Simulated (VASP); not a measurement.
# Tl: convergence, self-consistent run

Tl, I4/mmm (no. 139), 1 atom in the cell. PBE; PAW potentials Tl_d (PBE set). VASP 6.6.1.

Wanted: stress within 1 GPa.

What the run is for: stress; Accuracy asked: screening.

POSCAR:
```
Tl
1.0
   -1.9559951735      1.9559951735      1.9853351011
    1.9559951735     -1.9559951735      1.9853351011
    1.9559951735      1.9559951735     -1.9853351011
Tl
1
Direct
    0.0000000000      0.0000000000      0.0000000000
```

The series start from Plane-wave cutoff (eV): 310; Smearing width (eV): 0.03; k-point mesh: 13 × 13 × 13; Precision mode (PREC): Accurate; Electronic threshold (eV): 1e-6; Bands in all (NBANDS): 16; Aspherical gradient terms in the spheres (LASPH): yes; Electronic algorithm: ALGO=Normal; Use of symmetry (ISYM): defaults; Density mixing: defaults. Each series keeps the choices made before it, and each single choice may use up half of a tolerance.

## Plane-wave cutoff (eV)

| Plane-wave cutoff (eV) | Stress, largest deviation (GPa) | SCF iterations | Time (s) |
|---|---|---|---|
| 190 | 31.4 | 11 | 10 |
| 240 | 1.3 | 11 | 14 |
| 270 | 0.1 | 11 | 14 |
| 310 | 0.6 | 11 | 17 |
| 350 | 0.6 | 11 | 25 |
| 410 | 0.0 | 11 | 25 |
| 490 | 0.0 | 11 | 40 |
| 610 (reference) | 0.0 | 11 | 43 |

Chosen: 410, the loosest value from which every tighter one stays within half of the tolerance.

## Smearing width (eV)

| Smearing width (eV) | Stress, largest deviation (GPa) | SCF iterations | Time (s) |
|---|---|---|---|
| 0.15 | 0.3 | 11 | 26 |
| 0.1 | 0.2 | 11 | 26 |
| 0.07 | 0.2 | 11 | 26 |
| 0.05 | 0.1 | 11 | 26 |
| 0.03 | 0.0 | 11 | 25 |
| 0.02 (reference) | 0.0 | 11 | 26 |

Chosen: 0.15.

## k-point mesh

| k-point mesh | Stress, largest deviation (GPa) | SCF iterations | Time (s) |
|---|---|---|---|
| 4 × 4 × 4 | 1.1 | 9 | 2.6 |
| 6 × 6 × 6 | 0.1 | 11 | 5.4 |
| 7 × 7 × 7 | 0.5 | 11 | 6.7 |
| 9 × 9 × 9 | 0.1 | 11 | 12 |
| 11 × 11 × 11 | 0.0 | 11 | 18 |
| 13 × 13 × 13 | 0.0 | 11 | 26 |
| 16 × 16 × 16 | 0.0 | 11 | 49 |
| 19 × 19 × 19 (reference) | 0.0 | 11 | 91 |

Chosen: 6 × 6 × 6.

## Precision mode (PREC)

| Precision mode (PREC) | Stress, largest deviation (GPa) | SCF iterations | Time (s) |
|---|---|---|---|
| SingleN | 0.1 | 11 | 4.0 |
| Normal | 0.0 | 11 | 3.9 |
| Single | 0.0 | 11 | 5.8 |
| Accurate (reference) | 0.0 | 11 | 5.4 |

Chosen: SingleN.

## Electronic threshold (eV)

| Electronic threshold (eV) | Stress, largest deviation (GPa) | SCF iterations | Time (s) |
|---|---|---|---|
| 0.001 | 0.1 | 8 | 2.9 |
| 0.0001 | 0.0 | 9 | 3.3 |
| 1e-5 | 0.0 | 9 | 3.3 |
| 1e-6 | 0.0 | 11 | 4.0 |
| 1e-7 | 0.0 | 11 | 3.9 |
| 1e-8 (reference) | 0.0 | 12 | 4.2 |

Chosen: 0.001.

## Bands in all (NBANDS)

| Bands in all (NBANDS) | Stress, largest deviation (GPa) | SCF iterations | Time (s) |
|---|---|---|---|
| 8 | 0.1 | 8 | 1.8 |
| 9 | 0.0 | 8 | 1.9 |
| 11 | 0.0 | 8 | 2.2 |
| 13 | 0.0 | 8 | 2.4 |
| 16 | 0.0 | 8 | 2.9 |
| 25 (reference) | 0.0 | 8 | 3.9 |

Chosen: 8.

## Aspherical gradient terms in the spheres (LASPH)

| Aspherical gradient terms in the spheres (LASPH) | Stress, largest deviation (GPa) | SCF iterations | Time (s) |
|---|---|---|---|
| yes | 0.0 | 8 | 1.8 |
| no | 0.0 | 8 | 1.5 |

Chosen: yes; no other choice that stays within half of the tolerance saves 30 % of the time.

## Electronic algorithm

| Electronic algorithm | Stress, largest deviation (GPa) | SCF iterations | Time (s) |
|---|---|---|---|
| ALGO=Normal | 0.0 | 8 | 1.8 |
| ALGO=Fast | 0.5 | 8 | 1.9 |
| ALGO=VeryFast | 0.1 | 15 | 2.2 |
| ALGO=All ISEARCH=1 | 0.2 | 9 | 2.3 |
| ALGO=All ISEARCH=0 | 0.2 | 9 | 2.3 |
| ALGO=Damped TIME=0.4 | 0.9 | 10 | 2.3 |
| ALGO=Damped TIME=0.1 | 0.6 | 14 | 2.8 |

Chosen: ALGO=Normal.

## Use of symmetry (ISYM)

| Use of symmetry (ISYM) | Stress, largest deviation (GPa) | SCF iterations | Time (s) |
|---|---|---|---|
| defaults | 0.0 | 8 | 1.8 |
| ISYM=1 | 0.0 | 8 | 1.9 |
| ISYM=0 | 0.0 | 8 | 4.3 |
| ISYM=-1 | 0.0 | 8 | 7.3 |

Chosen: defaults.

## Density mixing

| Density mixing | Stress, largest deviation (GPa) | SCF iterations | Time (s) |
|---|---|---|---|
| defaults | 0.0 | 8 | 1.8 |
| AMIN=0.01 | 0.0 | 8 | 1.8 |
| MIXPRE=0 | 0.0 | 8 | 1.9 |
| AMIX=0.4 AMIN=0.6 IMIX=2 | 4.3 | 10 | 2.2 |
| INIMIX=0 | 0.0 | 8 | 1.9 |
| AMIX=0.2 | 0.2 | 8 | 1.9 |
| BMIX=0.0001 | 0.0 | 8 | 1.9 |

Chosen: defaults.

## All choices together

| Input | Stress, largest deviation (GPa) | Time (s) |
|---|---|---|
| the program's defaults (naive) | 1.4 | 0.9 |
| chosen settings | 0.2 | 1.8 |
| reference settings throughout | 0.0 | 217 |

The tolerance is met.

Values of the reference run: Stress: 0.88, 0, 0, 0, 0.88, 0, 0, 0, 0.9253 GPa.

## The input

INCAR:
```
SYSTEM = Tl
  GGA = PE
  ISMEAR = -1
  SIGMA = 0.15
  LWAVE = .FALSE.
  LCHARG = .FALSE.
  ISIF = 2
  PREC = SingleN
  LASPH = .TRUE.
  LREAL = .FALSE.
  ALGO = Normal
  EDIFF = 0.001
  NELM = 120
  GGA_COMPAT = .FALSE.
  ENCUT = 410
  NBANDS = 8
```

KPOINTS:
```
Automatic mesh
0
Gamma
  6 6 6
  0 0 0
```

Commands:
```
cat potpaw_PBE.64/Tl_d/POTCAR > POTCAR
mpirun -np 1 vasp_std > vasp.out
```

The chosen input took VASP 6.6.1 1.8 s on 1 core (AMD EPYC 9R45 (Zen 5)), a shared host.

## An input that fails: damping step far too long

The electronic loop stops at its limit of 74 steps.

Changes against the starting input:
```
- ALGO = Normal
- NELM = 120
+ ALGO = Damped
+ NELM = 74
+ TIME = 2.0
```
